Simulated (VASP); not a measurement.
Os:

```
Os
1.0
     2.73410    0.00000    0.00000
    -1.36705    2.36780    0.00000
     0.00000    0.00000    4.31970
Os
2
Cartesian
  1.3671 0.7893 3.2398
  0.0000 1.5785 1.0799
```

| Quantity | Value |
| --- | --- |
| Program | VASP 6.6.1 |
| Task | single point |
| Functional | PBE |
| Potentials or basis | VASP PAW PBE potentials, release 64 (Os) |
| Cutoff | 520 eV |
| k mesh | 11 × 11 × 6 |
| Occupations | fermi-dirac, width 0.05 eV |
| Spin | no spin polarisation |

On this cell: pressure 8.9 GPa; largest force under 0.003 eV/Å; band gap on the k mesh none (metal or under the smearing width).

The same run follows on a disturbed copy (atoms moved at random, drawn with an rms of 0.05 Å):

```
CELL_PARAMETERS angstrom
2.73410 0.00000 0.00000
-1.36705 2.36780 0.00000
0.00000 0.00000 4.31970
ATOMIC_POSITIONS crystal
Os 0.65888 0.31974 0.75917
Os 0.32855 0.66495 0.24603
```

What changes?

The energy (extrapolated to zero smearing) moves by +16.3 meV/atom; pressure 9.7 GPa; largest force 1.040 eV/Å; band gap on the k mesh none (metal or under the smearing width).

Forces in eV/Å, atoms in the order of the input:
```
Os  -0.068  0.234 -1.011
Os   0.068 -0.234  1.011
```

Stress tensor (GPa, compression positive):
```
 8.48  0.19  0.08
 0.19  9.79 -0.28
 0.08 -0.28 10.88
```
